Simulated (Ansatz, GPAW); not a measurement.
## Nb: programs and potentials compared

```
Nb
1.0
    -1.66395    1.66395    1.66395
     1.66395   -1.66395    1.66395
     1.66395    1.66395   -1.66395
Nb
1
Direct
  0.00000 0.00000 0.00000
```

Alike in all runs: task single point; functional PBE; k mesh 11 × 11 × 11; occupations gaussian, width 0.025 eV; no spin polarisation; no spin-orbit coupling. Pressure is positive in compression and, in plane waves, holds the error of the finite cutoff, which Ansatz's Pulay term estimates and takes out.

| program and potentials | plane-wave cutoff (eV) | notes | pressure (GPa) |
| --- | --- | --- | --- |
| Ansatz, Ansatz PAW | 420 | Pulay term of +0.03 GPa included | -1.74 |
| GPAW, GPAW PAW data sets (gpaw-data 1.2.1) | 600 | - | -2.51 |
| Ansatz, all-electron LAPW, scalar-relativistic | - | - | -1.74 |

The pressure spans -2.51 (GPAW, GPAW PAW data sets (gpaw-data 1.2.1)) to -1.74 GPa (Ansatz, Ansatz PAW), with all-electron results at -1.74.

The functional is the same throughout but for its coding, so the spread measures potentials, basis and numerics; runs on potential files found faulty are left out.
